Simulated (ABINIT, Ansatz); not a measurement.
This is a calculation of ZnS (Wurtzite-4H) for Ansatz 0.2.0. 

The input input.yaml:

```yaml
crystal:
  lattice:
    - [3.8227, 0.0, 0.0]
    - [-1.91135, 3.310555311, 0.0]
    - [0.0, 0.0, 12.52]
  atoms:
    - { symbol: Zn, position: [0.6666666667, 0.3333333333, 0.75] }
    - { symbol: Zn, position: [0.3333333333, 0.6666666667, 0.25] }
    - { symbol: Zn, position: [0.0, 0.0, 0.5] }
    - { symbol: Zn, position: [0.0, 0.0, 0.0] }
    - { symbol: S, position: [0.6666666667, 0.3333333333, 0.9375] }
    - { symbol: S, position: [0.3333333333, 0.6666666667, 0.4375] }
    - { symbol: S, position: [0.0, 0.0, 0.6875] }
    - { symbol: S, position: [0.0, 0.0, 0.1875] }
kpoints:
  mp_grid: { grid: [8, 8, 3] }
scf:
  occupations: { method: fermi_dirac, width: 0.05 }
hamiltonian:
  xc: pbe
  pseudopotentials: { kind: all_electron, lapw: { basis_error: 0.001 } }
output:
  forces: true
  stress: true
  eigenvalues: true
  populations: true
```

Potentials or basis: all-electron LAPW, scalar-relativistic.

Launch:

```bash
$ ansatz run input.yaml --threads 4 --pin off --max-ram 12288MiB --backend cpu --events-out ev --progress --plain --runs-dir out
```

Q: Set up the same calculation for ABINIT 10.8.3 (patched build). Potentials or basis there: JTH PAW PBE v2.0, cutoff 599 eV.

A: As run (cutoffs and basis follow the program's own potentials, and thresholds, step limits or extra output files can differ):

run.abi

```
# Pseudopotentials
pp_dirpath "./"
pseudos "Zn.GGA_PBE-JTH.xml, S.GGA_PBE-JTH.xml"

# Structure
acell 3.8227 3.8227 12.52 Angstrom
rprim
     1.0000000000     0.0000000000     0.0000000000
    -0.5000000000     0.8660254038     0.0000000000
     0.0000000000     0.0000000000     1.0000000000
ntypat 2
znucl 30 16
natom 8
typat 1 1 1 1 2 2 2 2
xred
     0.6666666667     0.3333333333     0.7500000000
     0.3333333333     0.6666666667     0.2500000000
     0.0000000000     0.0000000000     0.5000000000
     0.0000000000     0.0000000000     0.0000000000
     0.6666666667     0.3333333333     0.9375000000
     0.3333333333     0.6666666667     0.4375000000
     0.0000000000     0.0000000000     0.6875000000
     0.0000000000     0.0000000000     0.1875000000

# Plane-wave basis
ecut 22.0
pawecutdg 44.0
pawxcdev 0

# k points
kptopt 1
ngkpt 8 8 3
nshiftk 1
shiftk 0.0 0.0 0.0

# Exchange and correlation
ixc 11

# Bands and occupations
nband 44
occopt 3
tsmear 0.05 eV

# SCF cycle
nstep 100
tolvrs 1.0e-9

# Output
iomode 3
prtwf 0
prtden 0
prteig 0
prtebands 0
enunit 2
```

Potentials or basis: JTH PAW PBE v2.0.

Launch:

```console
$ abinit run.abi > log 2>&1
```

Both were run:

|  | Ansatz | ABINIT |
| --- | --- | --- |
| Pressure | 1.3 GPa | 1.1 GPa |

Where Ansatz's input types no cutoff or centring, it takes its own default and a Γ-centred mesh.

Pressure is positive in compression.
